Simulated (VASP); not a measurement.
**VASP 6.6.1 run: NaF**

INCAR

```
IBRION = -1
EDIFF = 1E-7
ENCUT = 520
NBANDS = 14
LREAL = .FALSE.
NELM = 120
LASPH = .TRUE.
GGA = PE
LCHARG = .FALSE.
ISMEAR = -1
PREC = Accurate
SIGMA = 0.02
NSW = 0
LWAVE = .FALSE.
ISIF = 2
```

KPOINTS

```
KPOINTS created by Atomic Simulation Environment
0
Gamma
3 3 3
0 0 0
```

POSCAR

```
Na F
 1.0000000000000000
     0.0000000000000000    2.5312613679000000    2.5312613679000000
     2.4059639302000000    0.0000000000000000    2.5312613679000000
     2.4059639302000000    2.5312613679000000    0.0000000000000000
 Na  F
   1   1
Cartesian
  0.0000000000000000  0.0000000000000000  0.0000000000000000
  1.2029819651000000  1.2656306839500000  1.2656306839500000
```

The recommended PBE PAW datasets give the neutral cell 14 valence electrons.

Command

```
mpirun -np 1 vasp_std
```

How does this run end, and what does it give?

It converged. Results: gap between bands v and c on the k mesh 5.76 eV; least direct gap on the k mesh 5.76 eV; pressure 4.3 GPa. Band v is the last that the valence electrons fill when counted band by band, and c is the next.

OSZICAR

```
N       E                     dE             d eps       ncg     rms          rms(c)
DAV:   1     0.113086876851E+03    0.11309E+03   -0.73713E+03   174   0.112E+03
DAV:   2    -0.381579179873E+01   -0.11690E+03   -0.10900E+03   186   0.337E+02
DAV:   3    -0.947330862986E+01   -0.56575E+01   -0.56443E+01   204   0.694E+01
DAV:   4    -0.952836173828E+01   -0.55053E-01   -0.55046E-01   204   0.765E+00
DAV:   5    -0.952907318090E+01   -0.71144E-03   -0.71144E-03   204   0.851E-01    0.607E+00
DAV:   6    -0.835102481873E+01    0.11780E+01   -0.42257E+00   242   0.169E+01    0.203E+00
DAV:   7    -0.833600416734E+01    0.15021E-01   -0.35741E-02   180   0.199E+00    0.118E+00
DAV:   8    -0.834672388754E+01   -0.10720E-01   -0.40897E-02   174   0.311E+00    0.192E-01
DAV:   9    -0.834907097460E+01   -0.23471E-02   -0.72951E-03   198   0.930E-01    0.155E-01
DAV:  10    -0.834886874636E+01    0.20223E-03   -0.26975E-03   186   0.684E-01    0.202E-02
DAV:  11    -0.834886305711E+01    0.56893E-05   -0.61222E-05   204   0.928E-02    0.711E-03
DAV:  12    -0.834886905420E+01   -0.59971E-05   -0.21010E-05   174   0.404E-02    0.706E-03
DAV:  13    -0.834886845861E+01    0.59560E-06   -0.23766E-06   222   0.148E-02    0.107E-03
DAV:  14    -0.834886831592E+01    0.14269E-06   -0.91323E-08   180   0.517E-03    0.220E-04
DAV:  15    -0.834886832347E+01   -0.75486E-08   -0.84331E-09   102   0.102E-03
   1 F= -.83488683E+01 E0= -.83488683E+01  d E =-.194908E-12
```

For comparison, a separate PBE run of the intended cell, on usual settings and not on those above, gives a gap of 5.76 eV on its mesh and a pressure of 4.2 GPa.
